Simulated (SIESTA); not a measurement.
MoS2:

```xyz
3
Lattice="1.5800 0.9122 6.1500 -1.5800 0.9122 6.1500 0.0000 -1.8244 6.1500" Properties=species:S:1:pos:R:3 pbc="T T T"
Mo    0.0000    0.0000    0.0000
S     0.0000    0.0000    7.6936
S     0.0000    0.0000    4.6125
```

Measurements of this composition are mostly on another form, of space group No. 194.

```yaml
Program: SIESTA 5.4.2
Task: single point
Functional: PBEsol
Potentials_or_basis: PseudoDojo 0.4 standard (PBEsol files)
Basis: DZP (energy shift 0.003 Ry; two zetas on semicore shells)
Grid_cutoff: 800 Ry
Energy_shift: 0.003 Ry
k_mesh: 10 × 10 × 10
Occupations: fermi-dirac, width 0.05 eV
Spin: no spin polarisation
```

On this cell: pressure 3.4 GPa; largest force 0.710 eV/Å; band gap on the k mesh 0.97 eV, indirect (least direct gap 1.99 eV).

The same run follows on a disturbed copy (atoms moved at random, drawn with an rms of 0.05 Å):

```
Mo S
1.0
     1.58000    0.91221    6.15000
    -1.58000    0.91221    6.15000
     0.00000   -1.82443    6.15000
Mo S
1 2
Direct
  0.00109 0.99465 0.00229
  0.39382 0.43175 0.43359
  0.24200 0.24394 0.26031
```

**Question.** What changes?

**Answer.** The energy moves by +7.3 meV/atom; pressure -0.2 GPa; largest force 1.245 eV/Å; band gap on the k mesh 0.91 eV, indirect (least direct gap 1.98 eV).

Forces in eV/Å, atoms in the order of the input:
```
Mo  -0.792 -0.522  0.806
S    0.624  0.257 -0.436
S    0.168  0.264 -0.369
```

Stress tensor (GPa, compression positive):
```
-0.44 -0.78  2.12
-0.78  0.65  0.01
 2.12  0.01 -0.70
```

Caveats: the basis of atomic orbitals isn't converged, which shifts pressures, moduli and gaps.

A k mesh can miss the band edges.
